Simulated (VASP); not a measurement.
# CdS (Greenockite) (P6_3mc) in VASP: notebook, part 2 of 2

VASP 6.6.1.

## (3) Relaxation of cell and atoms, rSCAN

Contents of INCAR:

```
PREC     = Accurate       # precision mode
ENCUT    = 600            # plane-wave cutoff, eV
EDIFF    = 1E-7           # SCF threshold, eV
ISMEAR   = 0              # smearing method
SIGMA    = 0.05           # smearing width, eV
LREAL    = False          # projectors in reciprocal space
LASPH    = True           # aspherical terms in the spheres
NELM     = 80             # most SCF steps
ALGO     = Normal         # electronic algorithm
ISIF     = 3              # what is computed and relaxed
LWAVE    = False          # write WAVECAR
LCHARG   = False          # write CHGCAR
METAGGA  = RSCAN          # meta-GGA
LMIXTAU  = True         
IBRION   = 2              # ionic algorithm
NSW      = 60             # ionic steps
EDIFFG   = -0.02          # ionic threshold
```

Contents of KPOINTS:

```
Automatic mesh
0
Gamma
  7 7 4
```

Contents of POSCAR:

```
CdS
1.0
    4.1500000000      0.0000000000      0.0000000000
   -2.0750000000      3.5940054257      0.0000000000
    0.0000000000      0.0000000000      6.7370000000
Cd S
2 2
Direct
    0.6666666667      0.3333333333      0.5000000000
    0.3333333333      0.6666666667      0.0000000000
    0.6666666667      0.3333333333      0.8750000000
    0.3333333333      0.6666666667      0.3750000000
```

Potentials or basis: VASP PAW PBE potentials, release 64 (Cd, S).

The run is started by

```
$ cat potpaw_PBE.64/Cd/POTCAR potpaw_PBE.64/S/POTCAR > POTCAR
$ mpirun -np 1 vasp_std > vasp.out
```

OUTCAR:

```text
PREC = Accurate
   ENCUT = 600
   EDIFF = 1E-7
   ISMEAR = 0
   LREAL = False
   LASPH = True
   NELM = 80
   ISIF = 3
   METAGGA = RSCAN
   IBRION = 2
   NSW = 60
   EDIFFG = -0.02

 ion  position               nearest neighbor table
   1  0.667  0.333  0.500-   3 2.53   4 2.54   4 2.54   4 2.54
   2  0.333  0.667  0.000-   4 2.53   3 2.54   3 2.54   3 2.54
   3  0.667  0.333  0.875-   1 2.53   2 2.54   2 2.54   2 2.54
   4  0.333  0.667  0.375-   2 2.53   1 2.54   1 2.54   1 2.54

  LATTYP: Found a hexagonal cell.
 ALAT       =     4.1500000000
 C/A-ratio  =     1.6233734940

  Lattice vectors:

 A1 = (   4.1500000000,   0.0000000000,   0.0000000000)
 A2 = (  -2.0750000000,   3.5940054257,   0.0000000000)
 A3 = (   0.0000000000,   0.0000000000,   6.7370000000)

Analysis of symmetry for initial positions (statically):
=====================================================================
 Subroutine PRICEL returns:
 Original cell was already a primitive cell.

 Routine SETGRP: Setting up the symmetry group for a
 hexagonal supercell.

 Subroutine GETGRP returns: Found 12 space group operations
 (whereof  6 operations were pure point group operations)
 out of a pool of 24 trial point group operations.

The static configuration has the point symmetry C_3v.
 The point group associated with its full space group is C_6v.

Analysis of symmetry for dynamics (positions and initial velocities):
=====================================================================
 Subroutine PRICEL returns:
 Original cell was already a primitive cell.

 Routine SETGRP: Setting up the symmetry group for a
 hexagonal supercell.

 Subroutine GETGRP returns: Found 12 space group operations
 (whereof  6 operations were pure point group operations)
 out of a pool of 24 trial point group operations.

The dynamic configuration has the point symmetry C_3v.
 The point group associated with its full space group is C_6v.

 Subroutine INISYM returns: Found 12 space group operations
 (whereof  6 operations are pure point group operations),
 and found     1 'primitive' translations

----------------------------------------------------------------------------------------

                                     Primitive cell

  volume of cell :     100.4832

  direct lattice vectors                    reciprocal lattice vectors
     4.150000000  0.000000000  0.000000000     0.240963855  0.139120547  0.000000000
    -2.075000000  3.594005426  0.000000000     0.000000000  0.278241094  0.000000000
     0.000000000  0.000000000  6.737000000     0.000000000  0.000000000  0.148434021

  length of vectors
     4.150000000  4.150000000  6.737000000     0.278241094  0.278241094  0.148434021

  position of ions in fractional coordinates (direct lattice)
     0.666666667  0.333333333  0.500000000
     0.333333333  0.666666667  0.000000000
     0.666666667  0.333333333  0.875000000
     0.333333333  0.666666667  0.375000000

  ion indices of the primitive-cell ions
   primitive index   ion index
                 1           1
                 2           2
                 3           3
                 4           4

----------------------------------------------------------------------------------------

 KPOINTS: Automatic mesh

Automatic generation of k-mesh.
 Grid dimensions read from file:
 generate k-points for:    7    7    4

 Generating k-lattice:

  Cartesian coordinates                     Fractional coordinates (reciprocal lattice)
     0.034423408  0.019874364  0.000000000     0.142857143  0.000000000  0.000000000
     0.000000000  0.039748728  0.000000000     0.000000000  0.142857143  0.000000000
     0.000000000  0.000000000  0.037108505     0.000000000  0.000000000  0.250000000

  Length of vectors
     0.039748728  0.039748728  0.037108505

  Shift w.r.t. Gamma in fractional coordinates (k-lattice)
     0.000000000  0.000000000  0.000000000

 Subroutine IBZKPT returns following result:
 ===========================================

 Found     24 irreducible k-points:

 Following reciprocal coordinates:
[... 24 lines left out ...]
   LSORBIT =      F    spin-orbit coupling
   LASPH  =      T    aspherical Exc in radial PAW
   ENCUT  =  600.0 eV  44.10 Ry    6.64 a.u.   8.29  8.29 13.46*2*pi/ulx,y,z
   NELM   =     80;   NELMIN=  2; NELMDL= -5     # of ELM steps
   EDIFF  = 0.1E-06   stopping-criterion for ELM
   LREAL  =      F    real-space projection
   EDIFFG = -.2E-01   stopping-criterion for IOM
   NSW    =     60    number of steps for IOM
   IBRION =      2    ionic relax: 0-MD 1-quasi-New 2-CG
   NFREE  =      1    steps in history (QN), initial steepest desc. (CG)
   ISIF   =      3    stress and relaxation
   ISYM   =      2    0-nonsym 1-usesym 2-fastsym
   POTIM  = 0.5000    time-step for ionic-motion
   TEBEG  =    0.0;   TEEND  =   0.0 temperature during run
   PSTRESS=    0.0 pullay stress
   NELECT =      36.0000    total number of electrons
   NUPDOWN=      -1.0000    fix difference up-down
   EMIN   =  10.00;   EMAX   =-10.00  energy-range for DOS
   EFERMI =   0.00;   METHOD = LEGACY
   ISMEAR =     0;   SIGMA  =   0.05  broadening in eV -4-tet -1-fermi 0-gaus
   EFERMI_NEDOS =   21; number of points for ismear=-14 and -15
   IALGO  =     38    algorithm
   IMIX   =      4    mixing-type and parameters
     AMIX     =   0.40;   BMIX     =  1.00
     AMIX_MAG =   1.60;   BMIX_MAG =  1.00
  volume/ion in A,a.u.               =      25.12       169.52
  Fermi-wavevector in a.u.,A,eV,Ry     =   1.162727  2.197236 18.394190  1.351935
  Thomas-Fermi vector in A             =   2.299285
   LORBIT       =      0    0 simple, 1 ext, 2 COOP (PROOUT), +10 PAW based schemes
   METAGGA = RSCAN    functional components
   LHFCALC =     F    Hartree Fock is set to
   AEXX    =    0.0000 exact exchange contribution
   IVDW    =     0    specifies the selected vdW correction
   LEPSILON=     F    determine dielectric tensor
   LRPA    =     F    only Hartree local field effects (RPA)
 conjugate gradient relaxation of ions
 non-spin polarized calculation
 Gauss-broadening in eV      SIGMA  =   0.05
  energy-cutoff  :      600.00
  volume of cell :      100.48
 maximum number of plane-waves:      3376
 NGX is ok and might be reduce to    36
   NGX = 17   NGY = 17   NGZ = 27

--------------------------------------- Ionic step        1  -------------------------------------------

 number of electron      36.0000008 magnetization

 Free energy of the ion-electron system (eV)
  ---------------------------------------------------
  ext. energy  EPLUGINS =         0.00000000
  ---------------------------------------------------
  free energy    TOTEN  =       -99.48165943 eV

  energy without entropy =      -99.48165943  energy(sigma->0) =      -99.48165943

------------------------ aborting loop because EDIFF is reached ----------------------------------------

  FORCE on cell =-STRESS in cart. coord.  units (eV):
  Direction    XX          YY          ZZ          XY          YZ          ZX
  --------------------------------------------------------------------------------------
  -------------------------------------------------------------------------------------
  Total        0.3418317      0.3418317      0.7303980      0.0000000      0.0000000      0.0000000
  in kB        5.4504145      5.4504145     11.6460001      0.0000000      0.0000000      0.0000000
  external PRESSURE =       7.5156097 kB  Pullay stress =       0.0000000 kB
[... 61 lines left out ...]
  energy  without entropy=      -99.4848630119  energy(sigma->0) =      -99.48486301

--------------------------------------- Ionic step        3  -------------------------------------------

 number of electron      36.0000009 magnetization

 Free energy of the ion-electron system (eV)
  ---------------------------------------------------
  ext. energy  EPLUGINS =         0.00000000
  ---------------------------------------------------
  free energy    TOTEN  =       -99.48534496 eV

  energy without entropy =      -99.48534496  energy(sigma->0) =      -99.48534496

 E-fermi :   1.0072     XC(G=0):  -9.6506

 val. band max:        0.7788453556   @ k =   0.0000   0.0000   0.0000
 cond. band min:       2.3677643057   @ k =   0.0000   0.0000   0.0000
 fundamental gap:      1.5889189501
 Fermi energy:         1.0071629008

 k-point     1 :       0.0000    0.0000    0.0000
  band No.  band energies     occupation
      1     -11.9273      2.00000
      2     -11.5166      2.00000
      3      -7.1007      2.00000
      4      -7.0892      2.00000
      5      -7.0892      2.00000
      6      -7.0028      2.00000
[... 620 lines left out ...]
  FREE ENERGIE OF THE ION-ELECTRON SYSTEM (eV)
  ---------------------------------------------------
  free  energy   TOTEN  =       -99.4853449638 eV

  energy  without entropy=      -99.4853449638  energy(sigma->0) =      -99.48534496

 reached required accuracy - stopping structural energy minimisation
```

Run time: 9.2 min. Hardware: 1 thread of Intel Xeon Platinum 8488C (Sapphire Rapids), shared host; peak memory 0.3 GiB.

What came out:

| Item | Value |
| --- | --- |
| Free energy | -99.4853 eV |
| Relaxed volume | 25.44 Å³/atom |
| Relaxed cell | a = 4.163 Å, b = 4.163 Å, c = 6.780 Å, α = 90.00°, β = 90.00°, γ = 120.00° |
| Space group after relaxing (to 0.05 Å) | P6_3mc (No. 186) |
| Energy gained by relaxing | 0.9 meV/atom |
| Ionic steps | 3 |
| Pressure after relaxing | 0.0 GPa |
| Largest force after relaxing | 0.018 eV/Å |
| Band gap on the k mesh | 1.59 eV, direct |

Forces in eV/Å, atoms in the order of the input:
```
Cd   0.000  0.000 -0.018
Cd   0.000  0.000 -0.018
S    0.000  0.000  0.018
S    0.000  0.000  0.018
```

The path:
| step | energy change (eV) | largest force (eV/Å) | pressure (GPa) | volume (Å³) |
| --- | --- | --- | --- | --- |
| 1 | 0.0000 | 0.0709 | 0.75 | 100.48 |
| 2 | -0.0032 | 0.0010 | -0.30 | 102.21 |
| 3 | -0.0037 | 0.0181 | -0.03 | 101.74 |

Final structure:
```
Cd S
1.0
     4.16250    0.00000    0.00000
    -2.08125    3.60483    0.00000
     0.00000    0.00000    6.78037
Cd S
2 2
Direct
  0.66667 0.33333 0.49963
  0.33333 0.66667 0.99963
  0.66667 0.33333 0.87537
  0.33333 0.66667 0.37537
```

Caveat: the PAW data sets were made with another functional, which shifts forces and pressure a little. Zero-point motion and thermal expansion aren't in these numbers.

## (4) Relaxation of cell and atoms, r2SCAN+D3(BJ)

Contents of INCAR:

```
PREC     = Accurate       # precision mode
ENCUT    = 600            # plane-wave cutoff, eV
EDIFF    = 1E-6           # SCF threshold, eV
ISMEAR   = 0              # smearing method
SIGMA    = 0.05           # smearing width, eV
LREAL    = False          # projectors in reciprocal space
LASPH    = True           # aspherical terms in the spheres
NELM     = 80             # most SCF steps
ALGO     = Normal         # electronic algorithm
ISIF     = 3              # what is computed and relaxed
LWAVE    = False          # write WAVECAR
LCHARG   = False          # write CHGCAR
METAGGA  = R2SCAN         # meta-GGA
LMIXTAU  = True         
IVDW     = 12             # dispersion correction
VDW_S6   = 1.0          
VDW_S8   = 0.78981345   
VDW_A1   = 0.49484001   
VDW_A2   = 5.73083694   
IBRION   = 2              # ionic algorithm
NSW      = 40             # ionic steps
EDIFFG   = -0.005         # ionic threshold
```

Contents of KPOINTS:

```
regular mesh
0
Gamma
  7 7 4
```

POSCAR is that of step 3.

The run is started by

```
$ cat potpaw_PBE.64/Cd/POTCAR potpaw_PBE.64/S/POTCAR > POTCAR
$ mpirun -np 1 vasp_std > vasp.out
```

Run time: 13 min. Hardware: 1 thread of Intel Xeon Platinum 8488C (Sapphire Rapids), shared host; peak memory 0.31 GiB.

It converged, with:

* Free energy: -59.9616 eV
* Relaxed volume: 25.13 Å³/atom
* Relaxed cell: a = 4.148 Å, b = 4.148 Å, c = 6.745 Å, α = 90.00°, β = 90.00°, γ = 120.00°
* Space group after relaxing (to 0.05 Å): P6_3mc (No. 186)
* Energy gained by relaxing: 0.3 meV/atom
* Ionic steps: 7
* Pressure after relaxing: 0.0 GPa
* Band gap on the k mesh: 1.65 eV, direct
* Dispersion energy per atom: -0.146 eV

Step by step:
| step | energy change (eV) | largest force (eV/Å) | pressure (GPa) | volume (Å³) |
| --- | --- | --- | --- | --- |
| 1 | 0.0000 | 0.0716 | 0.02 | 100.48 |
| 2 | -0.0009 | 0.0016 | -0.02 | 100.54 |
| 3 | -0.0009 | 0.0083 | -0.01 | 100.53 |
| 4 | -0.0010 | 0.0067 | 0.00 | 100.50 |
| 5 | -0.0010 | 0.0030 | 0.05 | 100.43 |
| 6 | -0.0010 | 0.0020 | 0.04 | 100.45 |
| 7 | -0.0010 | 0.0009 | 0.00 | 100.51 |

Final structure:
```yaml
crystal:
  lattice:
    - [4.14795, 0.00000, 0.00000]
    - [-2.07397, 3.59223, 0.00000]
    - [0.00000, 0.00000, 6.74521]
  atoms:
    - { symbol: Cd, position: [0.66667, 0.33333, 0.49917] }
    - { symbol: Cd, position: [0.33333, 0.66667, 0.99917] }
    - { symbol: S, position: [0.66667, 0.33333, 0.87583] }
    - { symbol: S, position: [0.33333, 0.66667, 0.37583] }
```

Levels at points of the mesh, in eV from the valence-band top:
```tsv
k point	band 14	band 15	band 16	band 17	band 18	band 19	band 20	band 21	band 22
(0.00, 0.00, 0.00)	-0.76	-0.76	-0.04	0.00	0.00	1.65	3.24	6.99	6.99
(0.00, 0.00, 0.50)	-2.44	-0.39	-0.39	-0.39	-0.39	3.29	3.29	6.63	6.63
```

Caveat: the PAW data sets were made with another functional, which shifts forces and pressure a little. r2SCAN opens gaps a little over a GGA but as a rule still falls short of measured ones.

## (5) Relaxation of the atoms, r2SCAN (atoms moved at random, drawn with an rms of 0.05 Å)

Contents of run.py:

```python
from ase.calculators.vasp import Vasp
from ase.io import read

atoms = read('POSCAR')
calc = Vasp(
    directory='calc',
    xc='r2scan',
    pp='PBE',
    setups='recommended',
    prec='Accurate',
    encut=520,
    ediff=1e-07,
    ismear=0,
    sigma=0.05,
    lreal=False,
    lasph=True,
    nelm=80,
    algo='Normal',
    isif=2,
    lwave=False,
    lcharg=False,
    lmixtau=True,
    ibrion=2,
    nsw=40,
    ediffg=-0.01,
    kpts=[7, 7, 4],
    gamma=True,
)
atoms.calc = calc

print('energy (eV):', atoms.get_potential_energy())
print('free energy (eV):', atoms.get_potential_energy(force_consistent=True))
print('forces (eV/A):')
print(atoms.get_forces())
print('stress (eV/A^3, Voigt):', atoms.get_stress())
print('Fermi level (eV):', calc.get_fermi_level())
print('cell (A, degrees):', atoms.cell.cellpar())
print('volume (A^3):', atoms.get_volume())
print('scaled positions:')
print(atoms.get_scaled_positions())
```

Contents of POSCAR:

```
CdS
1.0
    4.1500000000      0.0000000000      0.0000000000
   -2.0750000000      3.5940054257      0.0000000000
    0.0000000000      0.0000000000      6.7370000000
Cd S
2 2
Direct
    0.6523770000      0.3348300000      0.4982200000
    0.3323570000      0.6638290000      0.0023890000
    0.6625740000      0.3325360000      0.8727730000
    0.3393890000      0.6704910000      0.3751140000
```

The run is started by

```
$ python run.py
```

It took 38 min on 1 thread of Intel Xeon Platinum 8488C (Sapphire Rapids), shared host; peak memory 0.36 GiB.

It converged, with:

```yaml
Free_energy: -59.3771 eV
Energy_gained_by_relaxing: 5.4 meV/atom
Ionic_steps: 7
Pressure_after_relaxing: 1.0 GPa
Largest_force_after_relaxing: 0.008 eV/Å
Band_gap_on_the_k_mesh: 1.65 eV, direct
```

Forces on the atoms (eV/Å):
```
Cd   0.000 -0.004  0.003
Cd  -0.004  0.003 -0.001
S   -0.004  0.003  0.000
S    0.008 -0.002 -0.002
```

The path:
```tsv
step	energy change (eV)	largest force (eV/Å)	pressure (GPa)
1	0.0000	0.4245	1.10
2	-0.0157	0.2125	1.03
3	-0.0212	0.0612	1.01
4	-0.0212	0.0641	1.01
5	-0.0216	0.0314	1.00
6	-0.0216	0.0196	1.01
7	-0.0217	0.0084	1.01
```

Final structure:
```
Cd S
1.0
     4.15000    0.00000    0.00000
    -2.07500    3.59401    0.00000
     0.00000    0.00000    6.73700
Cd S
2 2
Direct
  0.66237 0.33586 0.49849
  0.33108 0.66502 0.99859
  0.66432 0.33191 0.87568
  0.32893 0.66890 0.37574
```

Levels at points of the mesh, in eV from the valence-band top:
| k point | band 14 | band 15 | band 16 | band 17 | band 18 | band 19 | band 20 | band 21 | band 22 |
| --- | --- | --- | --- | --- | --- | --- | --- | --- | --- |
| (0.00, 0.00, 0.00) | -0.76 | -0.76 | -0.04 | 0.00 | 0.00 | 1.65 | 3.23 | 6.96 | 7.00 |
| (0.00, 0.00, 0.50) | -2.43 | -0.40 | -0.39 | -0.39 | -0.39 | 3.29 | 3.29 | 6.64 | 6.64 |

Caveat: the PAW data sets were made with another functional, which shifts forces and pressure a little.

## (6) Single point, r2SCAN

Contents of INCAR:

```
SYSTEM = CdS
PREC = Accurate
ENCUT = 520
EDIFF = 1E-6
ISMEAR = -1
SIGMA = 0.05
LREAL = .False.
LASPH = .True.
NELM = 100
ALGO = Normal
ISIF = 2
LWAVE = .False.
LCHARG = .False.
METAGGA = R2SCAN
LMIXTAU = .True.
```

Contents of KPOINTS:

```
regular mesh
0
Gamma
  7 7 4
  0 0 0
```

Contents of POSCAR:

```
CdS
1.0
    4.1500000000      0.0000000000      0.0000000000
   -2.0750000000      3.5940054257      0.0000000000
    0.0000000000      0.0000000000      6.7370000000
Cd S
2 2
Direct
    0.6666666667      0.3333333333      0.5000000000
    0.3333333333      0.6666666667      0.0000000000
    0.6666666667      0.3333333333      0.8750000000
    0.3333333333      0.6666666667      0.3750000000
```

Potentials or basis: VASP PAW PBE potentials, release 64 (Cd, S).

The run is started by

```
$ cat potpaw_PBE.64/Cd/POTCAR potpaw_PBE.64/S/POTCAR > POTCAR
$ mpirun -np 1 vasp_std > vasp.out
```

It took 2.3 min on 1 thread of Intel Xeon Platinum 8488C (Sapphire Rapids), shared host; peak memory 0.25 GiB.

Results (log left out):

```
Free energy            : -59.3762 eV
Pressure               : 1.0 GPa
Largest force          : 0.073 eV/Å
Band gap on the k mesh : 1.65 eV, direct
```

Forces in eV/Å, atoms in the order of the input:
```
Cd   0.000  0.000 -0.073
Cd   0.000  0.000 -0.073
S    0.000  0.000  0.073
S    0.000  0.000  0.073
```

Stress tensor (GPa, compression positive):
```
0.82 0.00 0.00
0.00 0.82 0.00
0.00 0.00 1.43
```

Levels at points of the mesh, in eV from the valence-band top:
```
           k point  band 15  band 16  band 17  band 18  band 19  band 20  band 21  band 22
(0.00, 0.00, 0.00)    -0.77    -0.04     0.00     0.00     1.65     3.25     6.99     6.99
(0.00, 0.00, 0.50)    -0.40    -0.40    -0.40    -0.40     3.30     3.30     6.65     6.65
```

Caveat: the PAW data sets were made with another functional, which shifts forces and pressure a little.

## (7) Overview

```tsv
task	level	cell	cutoff (eV)	smearing	optimiser	gap on the mesh (eV)	pressure (GPa)	relaxed volume (Å³/atom)	largest force (eV/Å)
relaxation of cell and atoms	r2SCAN	relaxed	600	gaussian 0.05 eV	-	1.61	0.0	25.52	0.01
relaxation of cell and atoms	rSCAN	relaxed	600	gaussian 0.05 eV	-	1.59	0.0	25.44	0.02
relaxation of cell and atoms	r2SCAN+D3(BJ)	relaxed	600	gaussian 0.05 eV	-	1.65	0.0	25.13	-
relaxation of the atoms	r2SCAN	atoms relaxed from: atoms moved at random, drawn with an rms of 0.05 Å	520	gaussian 0.05 eV	vasp	1.65	1.0	-	0.01
single point	r2SCAN	as given	520	fermi-dirac 0.05 eV	-	1.65	1.0	-	0.07
```

Alike in all rows: potentials or basis VASP PAW PBE potentials, release 64 (Cd, S); no spin polarisation; k mesh 7 × 7 × 4.

Caveats: the PAW data sets were made with another functional, which shifts forces and pressure a little.

Total energies depend on the potentials used, so only differences within one code and one set of settings carry meaning.

## (8) Against experiment

Step 6. A measured gap of CdS is 2.5809 eV (quoted in “Isotope dependence of band-gap energy”, 2008, arxiv:0807.2152); the calculated 1.65 eV misses it by -0.93 eV. Spin-orbit coupling on Cd is left out. The value is that of r2SCAN, without temperature or zero-point motion.
